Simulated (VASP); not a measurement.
A run of VASP 6.6.1:

INCAR

```
SYSTEM = CuO
PREC     = Accurate       ! precision mode
ENCUT    = 600            ! plane-wave cutoff, eV
EDIFF    = 1E-6           ! SCF threshold, eV
ISMEAR   = 0              ! smearing method
SIGMA    = 0.03           ! smearing width, eV
LREAL    = .False.        ! projectors in reciprocal space
LASPH    = .True.         ! aspherical terms in the spheres
NELM     = 150            ! most SCF steps
ALGO     = Normal         ! electronic algorithm
ISIF     = 2              ! what is computed and relaxed
LWAVE    = .False.        ! write WAVECAR
LCHARG   = .False.        ! write CHGCAR
ISPIN    = 2              ! spin polarisation
MAGMOM   = 1 1 0 0        ! initial moments
LORBIT   = 11             ! projections on sites
LMAXMIX  = 4              ! l up to which the mixer works
LDAU     = .True.         ! DFT+U
LDAUTYPE = 2            
LDAUL    = 2 -1           ! shell
LDAUU    = 4 0            ! U, eV
LDAUJ    = 0 0          
LDAUPRINT= 1            
GGA      = PE             ! functional
NBANDS   = 29             ! bands
AMIX     = 0.2          
BMIX     = 1E-4         
AMIX_MAG = 0.8          
BMIX_MAG = 1E-4         
KPAR     = 2
```

KPOINTS

```
Automatic mesh
0
Gamma
  10 10 6
  0 0 0
```

File POSCAR:

```
CuO
1.0
    2.3418500000     -1.7113000000      0.0000000000
    2.3418500000      1.7113000000      0.0000000000
   -0.8500274300      0.0000000000      5.0578693900
Cu O
2 2
Direct
    0.0000000000      0.5000000000      0.0000000000
    0.5000000000      0.0000000000      0.5000000000
    0.5816000000      0.4184000000      0.2500000000
    0.4184000000      0.5816000000      0.7500000000
```

Potentials or basis: VASP PAW PBE potentials, release 64 (Cu, O).

Run with:

```console
$ cat potpaw_PBE.64/Cu/POTCAR potpaw_PBE.64/O/POTCAR > POTCAR
$ mpirun -np 2 vasp_std > vasp.out
```

Hardware: 2 MPI ranks on Intel(R) Xeon(R) Platinum 8375C CPU @ 2.90GHz (Ice Lake), with other jobs on the host.

Problem. How long does it take, and how much memory?

Solution. It took 3.3 min on 2 MPI ranks on Intel(R) Xeon(R) Platinum 8375C CPU @ 2.90GHz (Ice Lake), on a shared host, peak memory 0.42 GiB a rank. Counts: scf iterations 16, k points 172.
